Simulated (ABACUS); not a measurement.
# GaAs (F-43m) in ABACUS: notebook

One crystal, GaAs, is run at these levels: SCAN; tasks: band structure, equation of state.

All numbers are computed with ABACUS 3.10.1; they aren't measurements. Logs are shortened: lines on timing, memory, paths and dates and some standing lists are left out, and cuts for length are marked.

**The experiment to reproduce.**

From “Evidence of valence band perturbations in GaAsN/GaAs(001): A combined variable-angle spectroscopic ellipsometry and modulated photoreflectance investigation”, 2008, arxiv:0805.2212, for a bulk crystal of GaAs at 300 K: band gap 1.418 ± 0.005 eV (direct).

The runs below are set against these values where they give the same quantity.

### Step 1. The crystal as given

It takes space group F-43m (No. 216, cubic). Conventional cell: a = 5.654 Å, b = 5.654 Å, c = 5.654 Å, α = 90.00°, β = 90.00°, γ = 90.00°. Around As (site symmetry -43m) lie 4 Ga at 2.45 Å. Around Ga (site symmetry -43m) lie 4 As at 2.45 Å.

### Step 2. Band structure, SCAN

Input file INPUT:

```
INPUT_PARAMETERS
suffix              GaAs
calculation         nscf
basis_type          pw
pseudo_dir          ./
symmetry            -1
dft_functional      scan
ecutwfc             97.0
pseudo_rcut         10
nspin               1
nbands              19
ks_solver           dav
smearing_method     fd
smearing_sigma      0.00367493
scf_thr             1e-08
scf_nmax            100
mixing_type         broyden
mixing_beta         0.7
mixing_tau          1
init_chg            file
pw_diag_thr         1e-07
out_band            1
kpar                4
```

Input file STRU:

```
ATOMIC_SPECIES
As 74.9216 As_ONCV_PBE-1.2.upf
Ga 69.7230 Ga_ONCV_PBE-1.2.upf

LATTICE_CONSTANT
1.8897261246

LATTICE_VECTORS
0.0000000000 2.8268500000 2.8268500000
2.8268500000 0.0000000000 2.8268500000
2.8268500000 2.8268500000 0.0000000000

ATOMIC_POSITIONS
Direct

As
0.0
1
0.7500000000 0.7500000000 0.7500000000 1 1 1

Ga
0.0
1
0.0000000000 0.0000000000 0.0000000000 1 1 1
```

Input file KPT:

```
K_POINTS
12
Line
0.00000000 0.00000000 0.00000000 10 // G
0.50000000 0.00000000 0.50000000 10 // X
0.50000000 0.25000000 0.75000000 10 // W
0.37500000 0.37500000 0.75000000 10 // K
0.00000000 0.00000000 0.00000000 10 // G
0.50000000 0.50000000 0.50000000 10 // L
0.62500000 0.25000000 0.62500000 10 // U
0.50000000 0.25000000 0.75000000 10 // W
0.50000000 0.50000000 0.50000000 10 // L
0.37500000 0.37500000 0.75000000 1 // K
0.62500000 0.25000000 0.62500000 10 // U
0.50000000 0.00000000 0.50000000 1 // X
```

Potentials or basis: SG15 ONCV 1.2 PBE, plane waves.

Launch:

```console
$ OMP_NUM_THREADS=1 mpirun -np 4 abacus > log
```

running log:

```text
ABACUS v3.10.1

               Atomic-orbital Based Ab-initio Computation at UStc

 ------------------------------------------------------------------------------------

 READING GENERAL INFORMATION
                           global_out_dir = OUT.GaAs/
                           global_in_card = INPUT
                               pseudo_dir = ./
[... 8 lines left out ...]

 READING ATOM TYPE 1
                               atom label = As
                      L=0, number of zeta = 1
                      L=1, number of zeta = 1
                      L=2, number of zeta = 1
             number of atom for this type = 1

 READING ATOM TYPE 2
                               atom label = Ga
                      L=0, number of zeta = 1
                      L=1, number of zeta = 1
                      L=2, number of zeta = 1
             number of atom for this type = 1

                        TOTAL ATOM NUMBER = 2
DIRECT COORDINATES
    atom                   x                   y                   z     mag                  vx                  vy                  vz
taud_As1            0.7500000000        0.7500000000        0.7500000000  0.0000        0.0000000000        0.0000000000        0.0000000000
taud_Ga1            0.0000000000        0.0000000000        0.0000000000  0.0000        0.0000000000        0.0000000000        0.0000000000

                          Volume (Bohr^3) = 304.884
                             Volume (A^3) = 45.1791

 Lattice vectors: (Cartesian coordinate: in unit of a_0)
                   +0            +2.82685            +2.82685
             +2.82685                  +0            +2.82685
             +2.82685            +2.82685                  +0
 Reciprocal vectors: (Cartesian coordinate: in unit of 2 pi/a_0)
            -0.176875           +0.176875           +0.176875
            +0.176875           -0.176875           +0.176875
            +0.176875           +0.176875           -0.176875
 The esolver type has been set to : ksdft_pw

                PAO radial cut off (Bohr) = 10

 Read in pseudopotential file is As_ONCV_PBE-1.2.upf
                     pseudopotential type = NC
          exchange-correlation functional = PBE
                 nonlocal core correction = 0
                        valence electrons = 5
                                     lmax = 2
                           number of zeta = 0
                     number of projectors = 6
                           L of projector = 0
                           L of projector = 0
                           L of projector = 1
                           L of projector = 1
                           L of projector = 2
                           L of projector = 2
 XC functional updated to : scan
          exchange-correlation functional = SCAN
                PAO radial cut off (Bohr) = 10

 Read in pseudopotential file is Ga_ONCV_PBE-1.2.upf
                     pseudopotential type = NC
          exchange-correlation functional = PBE
                 nonlocal core correction = 0
                        valence electrons = 13
                                     lmax = 2
                           number of zeta = 0
                     number of projectors = 6
                           L of projector = 0
                           L of projector = 0
                           L of projector = 1
                           L of projector = 1
                           L of projector = 2
                           L of projector = 2
 XC functional updated to : scan
          exchange-correlation functional = SCAN
     initial pseudo atomic orbital number = 0

 SETUP THE ELECTRONS NUMBER
            electron number of element As = 5
      total electron number of element As = 5
            electron number of element Ga = 13
      total electron number of element Ga = 13
            AUTOSET number of electrons:  = 18
                           occupied bands = 9
                                   NBANDS = 19
                                   NLOCAL = 18

%%%%%%%%%%%%%%%%%%%%%%%%%%%%%%%%%%%%%%%%%%%%%%%%%%%%%%%%%%%%%%%%%%%%%%%%%%%%%%%%%%%%%%%%%%%%%%%%%%%%%%%%%%
 Warning: the number of valence electrons in pseudopotential > 3 for Ga: [Ar] 3d10 4s2 4p1
 Pseudopotentials with additional electrons can yield (more) accurate outcomes, but may be less efficient.
 If you're confident that your chosen pseudopotential is appropriate, you can safely ignore this warning.
%%%%%%%%%%%%%%%%%%%%%%%%%%%%%%%%%%%%%%%%%%%%%%%%%%%%%%%%%%%%%%%%%%%%%%%%%%%%%%%%%%%%%%%%%%%%%%%%%%%%%%%%%%

 SETUP THE PLANE WAVE BASIS
 energy cutoff for charge/potential (unit:Ry) = 388
            fft grid for charge/potential = [ 48, 48, 48 ]
                        fft grid division = [ 1, 1, 1 ]
        big fft grid for charge/potential = [ 48, 48, 48 ]
                                     nbxx = 110592
                                     nrxx = 110592

 SETUP PLANE WAVES FOR CHARGE/POTENTIAL
                    number of plane waves = 39237
                         number of sticks = 1519

 PARALLEL PW FOR CHARGE/POTENTIAL
     PROC   COLUMNS(POT)             PW
        1           1519          39237
 --------------- sum -------------------
        1           1519          39237
                            number of |g| = 376
                                  max |g| = 35.0391
                                  min |g| = 0

----------- Double Check Mixing Parameters Begin ------------
mixing_type: broyden
mixing_beta: 0.7
mixing_gg0: 1
mixing_gg0_min: 0.1
mixing_ndim: 8
----------- Double Check Mixing Parameters End ------------

 SETUP K-POINTS
                                    nspin = 1
                                   nkstot = 102
K-POINTS DIRECT COORDINATES
 KPOINTS    DIRECT_X    DIRECT_Y    DIRECT_Z  WEIGHT
       1  0.00000000  0.00000000  0.00000000  1.0000
       2  0.05000000  0.00000000  0.05000000  1.0000
       3  0.10000000  0.00000000  0.10000000  1.0000
       4  0.15000000  0.00000000  0.15000000  1.0000
       5  0.20000000  0.00000000  0.20000000  1.0000
       6  0.25000000  0.00000000  0.25000000  1.0000
[... 22 lines left out ...]
      29  0.40000000  0.35000000  0.75000000  1.0000
      30  0.38750000  0.36250000  0.75000000  1.0000
[... 72 further k points ...]

           k-point number in this process = 26
       minimum distributed K point number = 25

[... K-POINTS CARTESIAN COORDINATES: 26 rows ...]

[... K-POINTS DIRECT COORDINATES: 26 rows ...]

 SETUP PLANE WAVES FOR WAVE FUNCTIONS
     energy cutoff for wavefunc (unit:Ry) = 97
              fft grid for wave functions = [ 48, 48, 48 ]
                    number of plane waves = 5961
                         number of sticks = 433

 PARALLEL PW FOR WAVE FUNCTIONS
     PROC   COLUMNS(POT)             PW
        1            433           5961
 --------------- sum -------------------
        1            433           5961

 SETUP NONLOCAL PSEUDOPOTENTIALS IN PLANE WAVE BASIS
 As non-local projectors:
 projector 1 L=0
 projector 2 L=0
 projector 3 L=1
 projector 4 L=1
 projector 5 L=2
 projector 6 L=2
 Ga non-local projectors:
 projector 1 L=0
 projector 2 L=0
 projector 3 L=1
 projector 4 L=1
 projector 5 L=2
 projector 6 L=2
      TOTAL NUMBER OF NONLOCAL PROJECTORS = 36

 Init Non-Local PseudoPotential table :
 Init Non-Local-Pseudopotential done.

                                     npwx = 4957

 -------------------------------------------
 NONSELF-CONSISTENT
 -------------------------------------------
                                 init_chg = file
 try to read charge from file
 Read in the charge density: OUT.GaAs//GaAs-CHARGE-DENSITY.restart
 try to read kinetic energy density from file
 Read in the kinetic energy density: OUT.GaAs//GaAs-TAU-DENSITY.restart

 PW ALGORITHM --------------- ION=   1  ELEC=   1--------------------------------

 k(1/102) Iter steps (avg)=12 threshold=1e-07
 k(2/102) Iter steps (avg)=12 threshold=1e-07
 k(3/102) Iter steps (avg)=12 threshold=1e-07
 k(4/102) Iter steps (avg)=12 threshold=1e-07
 k(5/102) Iter steps (avg)=12 threshold=1e-07
 k(6/102) Iter steps (avg)=13 threshold=1e-07
 k(7/102) Iter steps (avg)=15 threshold=1e-07
 k(8/102) Iter steps (avg)=19 threshold=1e-07
 k(9/102) Iter steps (avg)=18 threshold=1e-07
 k(10/102) Iter steps (avg)=15 threshold=1e-07
[... 6 lines left out ...]
 k(17/102) Iter steps (avg)=19 threshold=1e-07
 k(18/102) Iter steps (avg)=21 threshold=1e-07
 k(19/102) Iter steps (avg)=21 threshold=1e-07
 k(20/102) Iter steps (avg)=22 threshold=1e-07
 k(21/102) Iter steps (avg)=21 threshold=1e-07
 k(22/102) Iter steps (avg)=20 threshold=1e-07
 k(23/102) Iter steps (avg)=18 threshold=1e-07
 k(24/102) Iter steps (avg)=16 threshold=1e-07
 k(25/102) Iter steps (avg)=17 threshold=1e-07
 k(26/102) Iter steps (avg)=16 threshold=1e-07
[... levels at 26 k points of this process ...]

 Density error is 0.00000000000
                          Error Threshold = 1.00000000000e-07
----------------------------------------------------------
     Energy           Rydberg                 eV
----------------------------------------------------------
 E_KohnSham     -143.0446150463      -1946.2218328466
 E_KS(sigma->0) -143.0445962737      -1946.2215774320
 E_Harris       -143.0446150463      -1946.2218328466
 E_band         -4.5442312594        -61.8274381577
 E_one_elec     -82.5032249192       -1122.5139622769
 E_Hartree      52.6590431697        716.4630383363
 E_xc           -20.1902804285       -274.7028580456
 E_Ewald        -93.0101153231       -1265.4675400312
 E_entropy(-TS) -0.0000375452        -0.0005108292
 E_descf        0.0000000000         0.0000000000
 E_exx          0.0000000000         0.0000000000
 E_Fermi        0.5365641489         7.3003297675
----------------------------------------------------------

 charge density convergence is achieved
 final etot is -1946.2218328 eV
 EFERMI = 7.3003297675 eV

 STATE ENERGY(eV) AND OCCUPATIONS    NSPIN == 1
 1/26 kpoint (Cartesian) = 0.0000 0.0000 0.0000 (4957 pws)
       1       -7.34114      0.0196078
       2       -7.34114      0.0196078
       3       -7.34114      0.0196078
       4       -7.27621      0.0196078
       5       -7.27621      0.0196078
       6       -6.39375      0.0196078
[... 11 lines left out ...]
      18        19.2936        0.00000
      19        19.2936        0.00000

 2/26 kpoint (Cartesian) = 0.0000 0.017688 0.0000 (4941 pws)
       1       -7.35053      0.0196078
       2       -7.33963      0.0196078
       3       -7.33963      0.0196078
       4       -7.27679      0.0196078
       5       -7.27580      0.0196078
       6       -6.34711      0.0196078
[... 11 lines left out ...]
      18        19.3825        0.00000
      19        19.7489        0.00000

 3/26 kpoint (Cartesian) = 0.0000 0.035375 0.0000 (4933 pws)
       1       -7.37440      0.0196078
       2       -7.33536      0.0196078
       3       -7.33536      0.0196078
       4       -7.27856      0.0196078
       5       -7.27468      0.0196078
       6       -6.21196      0.0196078
[... 11 lines left out ...]
      18        19.6500        0.00000
      19        20.3020        0.00000

 4/26 kpoint (Cartesian) = 0.0000 0.053063 0.0000 (4909 pws)
       1       -7.40423      0.0196078
       2       -7.32860      0.0196078
       3       -7.32860      0.0196078
       4       -7.28196      0.0196078
       5       -7.27283      0.0196078
       6       -5.99804      0.0196078
[... 11 lines left out ...]
      18        20.0974        0.00000
      19        20.7938        0.00000

 5/26 kpoint (Cartesian) = 0.0000 0.070750 0.0000 (4909 pws)
       1       -7.43408      0.0196078
       2       -7.32005      0.0196078
       3       -7.32005      0.0196078
       4       -7.28664      0.0196078
       5       -7.27052      0.0196078
       6       -5.71474      0.0196078
[... 11 lines left out ...]
      18        20.7260        0.00000
      19        21.3481        0.00000

 6/26 kpoint (Cartesian) = 0.0000 0.088438 0.0000 (4953 pws)
       1       -7.46099      0.0196078
       2       -7.31055      0.0196078
       3       -7.31055      0.0196078
       4       -7.29206      0.0196078
       5       -7.26807      0.0196078
       6       -5.37112      0.0196078
[... 11 lines left out ...]
      18        21.5353        0.00000
      19        22.0283        0.00000

[... levels at 20 further k points ...]

 --------------------------------------------
 !FINAL_ETOT_IS -1946.221832846613 eV
 --------------------------------------------

 Output bands in file: OUT.GaAs/BANDS_1.dat
```

Wall time 46 s (4 MPI ranks of Intel Xeon Platinum 8488C (Sapphire Rapids), shared host); peak memory 0.56 GiB.

Results:

| Property | Result |
| --- | --- |
| Band gap along the path | 0.44 eV, direct |

Levels at the corners of the path, in eV from the Fermi level:
| point | band 7 | band 8 | band 9 | band 10 | band 11 | band 12 |
| --- | --- | --- | --- | --- | --- | --- |
| Γ | -0.25 | -0.25 | -0.25 | 0.19 | 3.54 | 3.54 |
| X | -7.52 | -3.11 | -3.11 | 1.35 | 1.52 | 10.33 |
| W | -7.35 | -3.96 | -3.79 | 4.56 | 4.80 | 5.35 |
| K | -7.33 | -4.31 | -2.67 | 1.84 | 4.63 | 8.02 |
| Γ | -0.25 | -0.25 | -0.25 | 0.19 | 3.54 | 3.54 |
| L | -7.28 | -1.49 | -1.49 | 0.75 | 4.59 | 4.59 |
| U | -7.33 | -4.31 | -2.67 | 1.84 | 4.63 | 8.02 |
| W | -7.35 | -3.96 | -3.79 | 4.56 | 4.80 | 5.35 |
| L | -7.28 | -1.49 | -1.49 | 0.75 | 4.59 | 4.59 |
| K | -7.33 | -4.31 | -2.67 | 1.84 | 4.63 | 8.02 |
| U | -7.33 | -4.31 | -2.67 | 1.84 | 4.63 | 8.02 |
| X | -7.52 | -3.11 | -3.11 | 1.35 | 1.52 | 10.33 |

Caveat: the density is read from an earlier self-consistent run, whose mesh may be coarse.

[end of part 1 of 2]
